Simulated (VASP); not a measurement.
A run of VASP 6.6.1:

INCAR

```
SYSTEM = Ge
PREC = Accurate ; ENCUT = 600
EDIFF = 1E-6 ; ISMEAR = 0
SIGMA = 0.1 ; LREAL = .FALSE.
LASPH = .TRUE. ; NELM = 100
ALGO = Fast ; ISIF = 3
LWAVE = .FALSE. ; LCHARG = .FALSE.
GGA = PS ; IBRION = 2
NSW = 90 ; EDIFFG = -0.04
```

The input KPOINTS:

```
Automatic mesh
0
G
  6 6 6
  0 0 0
```

The input POSCAR:

```
Ge
1.0
    3.0614416627      0.0000000000      0.0000000000
   -1.5307208313      2.6512862521      0.0000000000
    0.0000000000      0.0000000000      2.8605345535
Ge
1
Direct
    0.0000000000      0.0000000000      0.0000000000
```

Potentials or basis: VASP PAW PBE potentials, release 64 (Ge_d).

The run is started by

```bash
$ cat potpaw_PBE.64/Ge_d/POTCAR > POTCAR
$ mpirun -np 1 vasp_std > vasp.out
```

Hardware: 1 thread of Intel(R) Xeon(R) 6975P-C (Granite Rapids), on a shared host.

Task: How long does it take, and how much memory?

Result: It took 14 s on 1 thread of Intel(R) Xeon(R) 6975P-C (Granite Rapids), with other jobs on the host, peak memory 0.14 GiB. Counts: scf iterations 54, k points 28, ion steps 6.
